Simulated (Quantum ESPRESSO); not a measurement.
Be:

```
Be
1.0
     2.28530    0.00000    0.00000
    -1.14265    1.97913    0.00000
     0.00000    0.00000    3.58420
Be
2
Cartesian
  1.1427 0.6597 2.6882
  0.0000 1.3194 0.8961
```

Base run:

* Program: Quantum ESPRESSO 7.5
* Functional: LDA
* Potentials or basis: PseudoDojo 0.4.1 SR LDA standard
* Cutoff: 1197 eV
* Density cutoff: 4789 eV
* k mesh: 13 × 13 × 8
* Occupations: fermi-dirac, width 0.05 eV
* Spin: no spin polarisation

Its results: band gap on the k mesh none (metal or under the smearing width); pressure -8.0 GPa.

Question: The run is repeated on the same cell with these changes: functional from LDA to PBEsol; potentials or basis from PseudoDojo 0.4.1 SR LDA standard to PseudoDojo 0.4.1 SR PBEsol standard. What comes out?

Answer: Band gap on the k mesh none (metal or under the smearing width); pressure -3.3 GPa.
